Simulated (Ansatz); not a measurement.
The calculation used DFT r2SCAN, scalar-relativistic, plane waves, PAW in Ansatz 0.2.0. All cells share a 500 eV cutoff and Γ-centred k meshes spaced at most 0.3 Å⁻¹ (0.19 for metals, 2π included).

Temperature and zero-point effects are left out. The comparison covers the computed candidates alone. The k mesh leaves about 4 meV/atom of noise in metals. The magnetic state reached may not be the lowest. Magnetic atoms first started from parallel or listed moments, and other orders weren't tried. The functional can misorder magnetic and non-magnetic phases.

**Question.** Which is lower for CoSn, the CoSn or the zinc blende structure, and by how much?

**Answer.** The CoSn structure, by 884 meV/atom. It takes 16.6 Å³/atom against 23.9.